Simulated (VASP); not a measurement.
# La2O3 (P-3m1) in VASP: Born charges and dielectric tensor with LDA

Aim: the Born charges and dielectric tensor of La2O3 with LDA.

All numbers are computed with VASP 6.6.1; they aren't measurements. Logs are shortened: lines on timing, memory, paths and dates and some standing lists are left out, and cuts for length are marked.

### 1 The crystal as given

The structure is trigonal, space group P-3m1 (No. 164). Conventional cell: a = 3.882 Å, b = 3.882 Å, c = 5.942 Å, α = 90.00°, β = 90.00°, γ = 120.00°. La (site symmetry 3m) is surrounded by 7 O at 2.33 to 2.67 Å. O (site symmetry 3m) has 4 La at 2.33 to 2.39 Å as nearest neighbours. Around O (site symmetry -3m) lie 6 La at 2.67 Å.

The cell is a database's computed one.

### 2 Born charges and dielectric tensor, LDA

Contents of INCAR:

```
SYSTEM = La2O3
  PREC = Accurate
  ENCUT = 600
  EDIFF = 1E-8
  ISMEAR = 0
  SIGMA = 0.02
  LREAL = .FALSE.
  LASPH = .TRUE.
  NELM = 80
  ALGO = Normal
  ISIF = 2
  LWAVE = .FALSE.
  LCHARG = .FALSE.
  GGA = CA
  LEPSILON = .TRUE.
  IBRION = 8
  NSW = 1
```

Contents of KPOINTS:

```
regular mesh
0
G
  3 3 2
  0 0 0
```

Contents of POSCAR:

```
La2O3
1.0
    3.8824800000      0.0000000000      0.0000000000
   -1.9412400000      3.3623300000      0.0000000000
    0.0000000000      0.0000000000      5.9418800000
La O
2 3
Direct
    0.6666700000      0.3333300000      0.7562700000
    0.3333300000      0.6666700000      0.2437300000
    0.6666700000      0.3333300000      0.3532400000
    0.3333300000      0.6666700000      0.6467600000
    0.0000000000      1.0000000000      1.0000000000
```

Potentials or basis: VASP PAW LDA potentials, release 64 (La, O).

Launch:

```console
cat potpaw_LDA.64/La/POTCAR potpaw_LDA.64/O/POTCAR > POTCAR
mpirun -np 1 vasp_std > vasp.out
```

OUTCAR:

```text
SYSTEM = La2O3
   PREC = Accurate
   ENCUT = 600
   EDIFF = 1E-8
   ISMEAR = 0
   LREAL = .FALSE.
   LASPH = .TRUE.
   NELM = 80
   ISIF = 2
   GGA = CA
   LEPSILON = .TRUE.
   IBRION = 8
   NSW = 1

 ion  position               nearest neighbor table
   1  0.667  0.333  0.756-   4 2.33   4 2.33   4 2.33   3 2.39   5 2.67   5 2.67   5 2.67   2 3.66
                             2 3.66   2 3.66
   2  0.333  0.667  0.244-   3 2.33   3 2.33   3 2.33   4 2.39   5 2.67   5 2.67   5 2.67   1 3.66
                             1 3.66   1 3.66
   3  0.667  0.333  0.353-   2 2.33   2 2.33   2 2.33   1 2.39
   4  0.333  0.667  0.647-   1 2.33   1 2.33   1 2.33   2 2.39
   5  0.000  0.000  0.000-   1 2.67   2 2.67   1 2.67   2 2.67   1 2.67   2 2.67

  LATTYP: Found a hexagonal cell.
 ALAT       =     3.8824800000
 C/A-ratio  =     1.5304341555

  Lattice vectors:

 A1 = (   3.8824800000,   0.0000000000,   0.0000000000)
 A2 = (  -1.9412400000,   3.3623300000,   0.0000000000)
 A3 = (   0.0000000000,   0.0000000000,   5.9418800000)

Analysis of symmetry for initial positions (statically):
=====================================================================
 Subroutine PRICEL returns:
 Original cell was already a primitive cell.

 Routine SETGRP: Setting up the symmetry group for a
 hexagonal supercell.

 Subroutine GETGRP returns: Found  4 space group operations
 (whereof  4 operations were pure point group operations)
 out of a pool of 24 trial point group operations.

The static configuration has the point symmetry C_2h.

Analysis of symmetry for dynamics (positions and initial velocities):
=====================================================================
 Subroutine PRICEL returns:
 Original cell was already a primitive cell.

 Routine SETGRP: Setting up the symmetry group for a
 hexagonal supercell.

 Subroutine GETGRP returns: Found  4 space group operations
 (whereof  4 operations were pure point group operations)
 out of a pool of 24 trial point group operations.

The dynamic configuration has the point symmetry C_2h.

 Subroutine INISYM returns: Found  4 space group operations
 (whereof  4 operations are pure point group operations),
 and found     1 'primitive' translations

----------------------------------------------------------------------------------------

                                     Primitive cell

  volume of cell :      77.5664

  direct lattice vectors                    reciprocal lattice vectors
     3.882480000  0.000000000  0.000000000     0.257567328  0.148706403  0.000000000
    -1.941240000  3.362330000  0.000000000     0.000000000  0.297412806  0.000000000
     0.000000000  0.000000000  5.941880000     0.000000000  0.000000000  0.168296903

  length of vectors
[... 422 lines left out ...]
  energy without entropy =       -0.36966219

------------------------ aborting loop because EDIFF is reached ----------------------------------------

 INTERNAL STRAIN TENSOR  FOR ION    5  DIRECTION 3   (eV/Angst):
 -----------------------------------------------------------------------------
    -0.00361 -0.00007 -0.00010
    -0.00007 -0.00369  0.00006
    -0.00011  0.00007  0.00810

 MACROSCOPIC STATIC DIELECTRIC TENSOR (including local field effects in DFT)
 ------------------------------------------------------
           4.930436     0.000090    -0.000099
           0.000090     4.930550     0.000057
          -0.000110     0.000064     4.946702
 ------------------------------------------------------

 PIEZOELECTRIC TENSOR (including local field effects)  for field in x, y, z        (e  Angst)
          XX          YY          ZZ          XY          YZ          ZX
  --------------------------------------------------------------------------------
  x     0.00000     0.00000     0.00000     0.00000     0.00000     0.00000
  y     0.00000     0.00000     0.00000     0.00000     0.00000     0.00000
  z     0.00000     0.00000     0.00000     0.00000     0.00000     0.00000

 PIEZOELECTRIC TENSOR (including local field effects)  for field in x, y, z        (C/m^2)
          XX          YY          ZZ          XY          YZ          ZX
  --------------------------------------------------------------------------------
  x     0.00000     0.00000     0.00000     0.00000     0.00000     0.00000
  y     0.00000     0.00000     0.00000     0.00000     0.00000     0.00000
  z     0.00000     0.00000     0.00000     0.00000     0.00000     0.00000

 BORN EFFECTIVE CHARGES (including local field effects) (in |e|, cummulative output)
 ---------------------------------------------------------------------------------
 ion    1
    1     4.22892    -0.00005    -0.00008
    2    -0.00005     4.22887     0.00005
    3    -0.00003     0.00002     3.84858
 ion    2
    1     4.22892    -0.00005    -0.00008
    2    -0.00005     4.22887     0.00005
    3    -0.00003     0.00002     3.84858
 ion    3
    1    -2.85292     0.00004     0.00008
    2     0.00004    -2.85288    -0.00005
    3     0.00004    -0.00002    -2.59880
 ion    4
    1    -2.85292     0.00004     0.00008
    2     0.00004    -2.85288    -0.00005
    3     0.00004    -0.00002    -2.59880
 ion    5
    1    -2.75200     0.00003     0.00000
    2     0.00003    -2.75197    -0.00000
    3    -0.00002     0.00001    -2.49956

 INTERNAL STRAIN TENSOR FOR ION    5 for displacements in x,y,z  (eV/Angst):
          X           Y           Z          XY          YZ          ZX
  --------------------------------------------------------------------------------
  x     0.00000     0.00000     0.00000     0.00000     0.00000     0.00000
  y     0.00000     0.00000     0.00000     0.00000     0.00000     0.00000
  z     0.00000     0.00000     0.00000     0.00000     0.00000     0.00000

 SECOND DERIVATIVES (NOT SYMMETRIZED)
 ------------------------------------
               1X          1Y          1Z          2X          2Y          2Z          3X          3Y          3Z          4X          4Y          4Z          5X          5Y          5Z
  1X    -6.887478    0.015012    0.001050    0.943166   -0.010811   -0.000366    0.863449   -0.001664   -0.000177    4.950782    0.001429   -0.000428    0.130081   -0.003966   -0.000080
  1Y     0.015012   -6.870159   -0.000606   -0.010811    0.930685    0.000211   -0.001664    0.861529    0.000102    0.001429    4.952443    0.000247   -0.003966    0.125502    0.000046
  1Z     0.000590   -0.000340  -13.833452   -0.000155    0.000089    9.323634   -0.000089    0.000051    0.301755   -0.000418    0.000241    4.455829    0.000072   -0.000042   -0.247766
  2X     0.943166   -0.010811   -0.000366   -6.887478    0.015012    0.001050    4.950782    0.001429   -0.000428    0.863449   -0.001664   -0.000177    0.130081   -0.003966   -0.000080
  2Y    -0.010811    0.930685    0.000211    0.015012   -6.870159   -0.000606    0.001429    4.952443    0.000247   -0.001664    0.861529    0.000102   -0.003966    0.125502    0.000046
  2Z    -0.000155    0.000089    9.323634    0.000590   -0.000340  -13.833452   -0.000418    0.000241    4.455829   -0.000089    0.000051    0.301755    0.000072   -0.000042   -0.247766
  3X     0.866784   -0.004770    0.000156    4.952818   -0.003487   -0.000399   -8.360505    0.008946   -0.000147    1.206599   -0.001079    0.000203    1.334304    0.000390    0.000186
  3Y    -0.004770    0.861278   -0.000090   -0.003487    4.948802    0.000230    0.008946   -8.350193    0.000085   -0.001079    1.205356   -0.000117    0.000390    1.334757   -0.000108
  3Z     0.000082   -0.000047    0.292636   -0.000211    0.000122    4.456313   -0.000009    0.000005   -8.476125    0.000134   -0.000077    0.469537    0.000004   -0.000002    3.257640
  4X     4.952818   -0.003487   -0.000399    0.866784   -0.004770    0.000156    1.206599   -0.001079    0.000203   -8.360505    0.008946   -0.000147    1.334304    0.000390    0.000186
  4Y    -0.003487    4.948802    0.000230   -0.004770    0.861278   -0.000090   -0.001079    1.205356   -0.000117    0.008946   -8.350193    0.000085    0.000390    1.334757   -0.000108
  4Z    -0.000211    0.000122    4.456313    0.000082   -0.000047    0.292636    0.000134   -0.000077    0.469537   -0.000009    0.000005   -8.476125    0.000004   -0.000002    3.257640
  5X     0.122284    0.000032    0.000082    0.122284    0.000032    0.000082    1.326555    0.000007   -0.000038    1.326555    0.000007   -0.000038   -2.897679   -0.000078   -0.000090
  5Y     0.000032    0.122321   -0.000048    0.000032    0.122321   -0.000048    0.000007    1.326566    0.000022    0.000007    1.326566    0.000022   -0.000078   -2.897775    0.000052
  5Z     0.000114   -0.000066   -0.248850    0.000114   -0.000066   -0.248850   -0.000014    0.000008    3.258732   -0.000014    0.000008    3.258732   -0.000200    0.000115   -6.019763

 Eigenvectors and eigenvalues of the dynamical matrix
 ----------------------------------------------------

   1 f  =   13.473076 THz    84.653835 2PiTHz  449.413452 cm-1    55.720141 meV
             X         Y         Z           dx          dy          dz
      1.941259  1.120765  4.493666    -0.000007    0.000004    0.082830
     -0.000019  2.241565  1.448214    -0.000007    0.000004    0.082830
      1.941259  1.120765  2.098910     0.000003   -0.000002   -0.551347
     -0.000019  2.241565  3.842970     0.000003   -0.000002   -0.551347
      0.000000  0.000000  0.000000     0.000007   -0.000004    0.615071
[... 105 lines left out ...]
  15 f/i=    0.008977 THz     0.056407 2PiTHz    0.299456 cm-1     0.037128 meV
             X         Y         Z           dx          dy          dz
      1.941259  1.120765  4.493666    -0.565287    0.326370    0.005157
     -0.000019  2.241565  1.448214    -0.565287    0.326370    0.005157
      1.941259  1.120765  2.098910    -0.191835    0.110756    0.001767
     -0.000019  2.241565  3.842970    -0.191835    0.110756    0.001767
      0.000000  0.000000  0.000000    -0.193004    0.111431    0.001766

--------------------------------------------------------------------------------------------------------

 MACROSCOPIC STATIC DIELECTRIC TENSOR IONIC CONTRIBUTION
 ------------------------------------------------------
          19.381868     0.019952     0.000465
           0.019952    19.404949    -0.000269
           0.000465    -0.000269    18.660926
 ------------------------------------------------------

 ELASTIC MODULI CONTR FROM IONIC RELAXATION (kBar)
 Direction    XX          YY          ZZ          XY          YZ          ZX
 --------------------------------------------------------------------------------
 XX        -431.8813    265.9982    -90.3706      5.8736    203.4563      2.6004
 YY         265.9982   -432.0494    -90.3760     -6.0175   -203.5234     -2.4833
 ZZ         -90.3706    -90.3760   -397.2489     -0.0045     -0.0135      0.0233
 XY           5.8736     -6.0175     -0.0045   -333.2480     -4.8470    201.8712
 YZ         203.4563   -203.5234     -0.0135     -4.8470   -137.6602     -2.1650
 ZX           2.6004     -2.4833      0.0233    201.8712     -2.1650   -140.0388
 --------------------------------------------------------------------------------

 PIEZOELECTRIC TENSOR IONIC CONTR  for field in x, y, z        (C/m^2)
          XX          YY          ZZ          XY          YZ          ZX
  --------------------------------------------------------------------------------
  x     0.00000    -0.00000    -0.00000    -0.00000    -0.00000     0.00000
  y    -0.00000     0.00000    -0.00000    -0.00000    -0.00000     0.00000
  z     0.00000     0.00000    -0.00000     0.00000     0.00000     0.00000
```

Run time: 29 min. Hardware: 1 thread of AMD EPYC 7R43 (Zen 3), shared host; peak memory 0.33 GiB.

What came out:

```
Band gap on the k mesh                                  : 3.80 eV, direct
Electronic dielectric tensor (diagonal)                 : 4.93, 4.93, 4.95
Born charges (mean of the diagonal)                     : La +4.10; O -2.77, -2.67 e
Highest phonon frequency at Γ, LO-TO splitting left out : 449 cm⁻¹
```

Phonon frequencies in cm⁻¹ (negative: imaginary):
| q point | frequencies |
| --- | --- |
| (0.000, 0.000, 0.000) | 0 0 0 107 108 200 203 203 213 376 376 396 407 408 449 |

Electronic dielectric tensor:
```
4.93 0.00 0.00
0.00 4.93 0.00
0.00 0.00 4.95
```

Born effective charge tensors (e):
atom 1, La
```
4.23 0.00 0.00
0.00 4.23 0.00
0.00 0.00 3.85
```
atom 2, La
```
4.23 0.00 0.00
0.00 4.23 0.00
0.00 0.00 3.85
```
atom 3, O
```
-2.85  0.00  0.00
 0.00 -2.85  0.00
 0.00  0.00 -2.60
```
atom 4, O
```
-2.85  0.00  0.00
 0.00 -2.85  0.00
 0.00  0.00 -2.60
```
atom 5, O
```
-2.75  0.00  0.00
 0.00 -2.75  0.00
 0.00  0.00 -2.50
```

Caveat: the k mesh is coarse (spacing up to 0.62 Å⁻¹), so the values aren't converged; spin-orbit coupling is left out, which moves the levels of the heavy elements; an odd mesh through Γ misses points on the zone boundary, where band edges often lie.
